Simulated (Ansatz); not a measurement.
BaS: the change of pressure with volume per atom

Periodic Kohn-Sham DFT of a crystal at fixed atoms; pressure and stress are positive in compression; the energy is the free energy less that of spherical unpolarised free atoms; site moments are those in the method's own spheres, positive along +z. The results are calculated, by Ansatz 0.2.0.

Cell of the first row (space group Fm-3m, No. 225):
```
cell vectors (Å)
   0.0000     3.1286     3.1286
   3.1286     0.0000     3.1286
   3.1286     3.1286     0.0000
atoms (fractions of the cell vectors)
Ba  0.00000  0.00000  0.00000
S   0.50000  0.50000  0.50000
```

Settings of every row: method frozen-core PAW; functional PBEsol; relativity scalar; k mesh 8x8x8; filling fermi-dirac; smearing width 0.02 eV; wave cutoff 420 eV; paw set soft_2.

Atom start moment: 0 on all atoms.

Limits: PAW files made with PBE; no spin-orbit coupling on heavy atoms.

```csv
row,volume per atom (Å³),pressure (GPa)
1,30.622,1.794
2,30.948,1.231
3,31.273,0.699
4,31.925,?
5,32.251,-0.727
6,32.576,-1.151
7,32.902,-1.552
8,33.228,-1.931
9,33.879,-2.627
10,34.205,-2.947
11,34.531,-3.248
```

Question: what pressure should row 4 give?

Worked fit of pressure. Take u = (V_r/V)^(2/3) − 1 with V_r = 32.739 Å³ an atom, which is twice the finite (Eulerian) strain; such expansions in the strain, on which the Birch-Murnaghan equation of state is built, carry the rest volume and the bulk modulus. The shown rows have u = 0.04557, 0.03822, 0.03101, 0.01006, 0.00333, -0.00331, -0.00984, -0.02256, -0.02878, -0.0349. Least squares give pressure = −1.3541 + 60.423 × u + 182.01 × u² + 174 × u³ GPa; a parabola predicts inner rows, each left out in turn, worse (root mean square 0.0022 against 0.00073 GPa). The rows lie off it by 0.000, 0.000, -0.001, 0.001, 0.000, 0.000, 0.000, 0.000, -0.001, 0.001. The pressure vanishes at u = 0.0210, or V = 31.73 Å³ an atom, and there the bulk modulus at fixed shape and fractions is B = −V dP/dV = (2/3)(1 + u) dP/du = 46.5 GPa. The withheld row has u = 0.01693, so the fit gives −1.3541 + 60.423 × (0.01693) + 182.01 × (0.01693)² + 174 × (0.01693)³ = -0.278 GPa.

The calculation gave -0.278 GPa. The fit meets it to the printed digit.
